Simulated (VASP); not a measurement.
These are PBEsol GGA, VASP's PBE PAW potentials (set 64) (plane waves; VASP) values and carry that method's errors.

Input for VASP

POSCAR:
```
NaBr
1
    0.0000000000     2.5403641093     2.5403641093
    2.5403641093     0.0000000000     2.5403641093
    2.5403641093     2.5403641093    -0.0000000000
Na Br
1 1
Direct
  0.0000000000   0.0000000000   0.0000000000
  0.5000000000   0.5000000000   0.5000000000
```

**INCAR**
```
# general
SYSTEM =NaBr
PREC   =Accurate
ENCUT  =480
LREAL  =F
LASPH  =T

# electronic loop
EDIFF  =1E-7
NELM   =100
ALGO   =Normal
LMAXMIX=4

# smearing
ISMEAR =0
SIGMA  =0.05

# functional
GGA    =PS

# ions
IBRION =2
NSW    =40
ISIF   =3
EDIFFG =-0.01
PSTRESS=300

# output
LWAVE  =F
LCHARG =F
```

KPOINTS:
```
Automatic mesh
0
Gamma
8 8 8
0 0 0
```

POTCAR, in this order: Na_pv Br (PBE.64 set). Program: vasp_std.

The run wrote:

**OUTCAR**
```
 ion  position               nearest neighbor table
   1  0.000  0.000  0.000-   2 2.54   2 2.54   2 2.54   2 2.54   2 2.54   2 2.54
   2  0.500  0.500  0.500-   1 2.54   1 2.54   1 2.54   1 2.54   1 2.54   1 2.54
  LATTYP: Found a face centered cubic cell.
 ALAT       =     5.0807282186
 Subroutine PRICEL returns:
 Original cell was already a primitive cell.
 Subroutine GETGRP returns: Found 48 space group operations
The static configuration has the point symmetry O_h .
The dynamic configuration has the point symmetry O_h .
 Subroutine INISYM returns: Found 48 space group operations
 Subroutine IBZKPT returns following result:
 Found     29 irreducible k-points:

 Following reciprocal coordinates:
            Coordinates               Weight
  0.000000  0.000000  0.000000      1.000000
  0.125000  0.000000  0.000000      8.000000
  0.250000  0.000000  0.000000      8.000000
  0.375000  0.000000  0.000000      8.000000
  0.500000  0.000000  0.000000      4.000000
  0.125000  0.125000  0.000000      6.000000
  0.250000  0.125000  0.000000     24.000000
  0.375000  0.125000  0.000000     24.000000
  0.500000  0.125000  0.000000     24.000000
 -0.375000  0.125000  0.000000     24.000000
 -0.250000  0.125000  0.000000     24.000000
 -0.125000  0.125000  0.000000     12.000000
  0.250000  0.250000  0.000000      6.000000
  0.375000  0.250000  0.000000     24.000000
  0.500000  0.250000  0.000000     24.000000
 -0.375000  0.250000  0.000000     24.000000
 -0.250000  0.250000  0.000000     12.000000
  0.375000  0.375000  0.000000      6.000000
  0.500000  0.375000  0.000000     24.000000
 -0.375000  0.375000  0.000000     12.000000
  0.500000  0.500000  0.000000      3.000000
  0.375000  0.250000  0.125000     24.000000
  0.500000  0.250000  0.125000     48.000000
 -0.375000  0.250000  0.125000     24.000000
  0.500000  0.375000  0.125000     24.000000
 -0.375000  0.375000  0.125000     48.000000
 -0.250000  0.375000  0.125000     24.000000
 -0.375000  0.500000  0.125000     12.000000
 -0.250000  0.500000  0.250000      6.000000
   k-points           NKPTS =     29   k-points in BZ     NKDIM =     29   number of bands    NBANDS=     11
   number of dos      NEDOS =    301   number of ions     NIONS =      2
   total plane-waves  NPLWV =  21952
   dimension x,y,z NGX =    28 NGY =   28 NGZ =   28
   dimension x,y,z NGXF=    56 NGYF=   56 NGZF=   56
   ions per type =               1   1
   PREC   = accura    normal or accurate (medium, high low for compatibility)
   ISTART =      0    job   : 0-new  1-cont  2-samecut
   ICHARG =      2    charge: 1-file 2-atom 10-const
   ISPIN  =      1    spin polarized calculation?
   LNONCOLLINEAR =      F non collinear calculations
   LSORBIT =      F    spin-orbit coupling
   INIWAV =      1    electr: 0-lowe 1-rand  2-diag
   ENCUT  =  480.0 eV  35.28 Ry    5.94 a.u.   6.42  6.42  6.42*2*pi/ulx,y,z
   NELM   =    100;   NELMIN=  2; NELMDL= -5     # of ELM steps
   EDIFF  = 0.1E-06   stopping-criterion for ELM
   LREAL  =      F    real-space projection
   NLSPLINE    = F    spline interpolate recip. space projectors
   LMAXMIX     =    4 max onsite mixed and CHGCAR
   VOSKOWN=      0    Vosko Wilk Nusair interpolation
   EDIFFG = -.1E-01   stopping-criterion for IOM
   NSW    =     40    number of steps for IOM
   NBLOCK =      1;   KBLOCK =     40    inner block; outer block
   IBRION =      2    ionic relax: 0-MD 1-quasi-New 2-CG
   NFREE  =      1    steps in history (QN), initial steepest desc. (CG)
   ISIF   =      3    stress and relaxation
   ISYM   =      2    0-nonsym 1-usesym 2-fastsym
   TEIN   =    0.0    initial temperature
   TEBEG  =    0.0;   TEEND  =   0.0 temperature during run
   SMASS  =  -3.00    Nose mass-parameter (am)
...
```

**OSZICAR**
```
       N       E                     dE             d eps       ncg     rms          rms(c)
DAV:   1     0.909750362434E+02    0.90975E+02   -0.72315E+03   641   0.130E+03
DAV:   2     0.366753244436E+00   -0.90608E+02   -0.85700E+02   685   0.296E+02
DAV:   3    -0.525655589197E+01   -0.56233E+01   -0.55962E+01   774   0.720E+01
DAV:   4    -0.533543820991E+01   -0.78882E-01   -0.78828E-01   767   0.857E+00
DAV:   5    -0.533636365811E+01   -0.92545E-03   -0.92539E-03   724   0.939E-01    0.259E+00
DAV:   6    -0.522860351874E+01    0.10776E+00   -0.13308E-01   859   0.420E+00    0.158E+00
DAV:   7    -0.520681651556E+01    0.21787E-01   -0.75509E-02   870   0.282E+00    0.630E-01
DAV:   8    -0.520687219823E+01   -0.55683E-04   -0.32617E-03   707   0.763E-01    0.561E-02
DAV:   9    -0.520685478459E+01    0.17414E-04   -0.82066E-05   761   0.204E-01    0.166E-02
DAV:  10    -0.520685888771E+01   -0.41031E-05   -0.89327E-06   764   0.533E-02    0.597E-03
DAV:  11    -0.520685888086E+01    0.68476E-08   -0.18278E-06   730   0.234E-02    0.159E-03
DAV:  12    -0.520685892423E+01   -0.43363E-07   -0.22443E-07   667   0.542E-03
   1 F= 0.93257844E+00 E0= 0.93257844E+00  d E =0.932578E+00
```

File OUTCAR:
```
------------------------ aborting loop because EDIFF is reached ----------------------------------------
  FORCE on cell =-STRESS in cart. coord.  units (eV):
  Direction    XX          YY          ZZ          XY          YZ          ZX
  --------------------------------------------------------------------------------------
  Total        6.1353134      6.1353134      6.1353134      0.0000000      0.0000000     -0.0000000
  in kB      299.7984840    299.7984840    299.7984840      0.0000000      0.0000000     -0.0000000
  external PRESSURE =      -0.2015160 kB  Pullay stress =     300.0000000 kB
  volume of cell :       32.79
      direct lattice vectors                 reciprocal lattice vectors
     0.000000000  2.540364109  2.540364109    -0.196822179  0.196822179  0.196822179
     2.540364109  0.000000000  2.540364109     0.196822179 -0.196822179  0.196822179
     2.540364109  2.540364109  0.000000000     0.196822179  0.196822179 -0.196822179
 POSITION                                       TOTAL-FORCE (eV/Angst)
 -----------------------------------------------------------------------------------
      0.00000      0.00000      0.00000         0.000000      0.000000      0.000000
      2.54036      2.54036      2.54036        -0.000000     -0.000000      0.000000
 -----------------------------------------------------------------------------------
    total drift:                                0.000000      0.000000      0.000000
  FREE ENERGIE OF THE ION-ELECTRON SYSTEM (eV)
  ---------------------------------------------------
  free  energy   TOTEN  =        -5.2068589242 eV

  energy  without entropy=       -5.2068589242  energy(sigma->0) =       -5.20685892
  enthalpy is  TOTEN    =         0.9325784399 eV   P V=        6.1394373641

 reached required accuracy - stopping structural energy minimisation
```
(Selected blocks of OUTCAR.)

The compound is NaBr in the rock salt structure. It was relaxed first under an external pressure of 30 GPa.
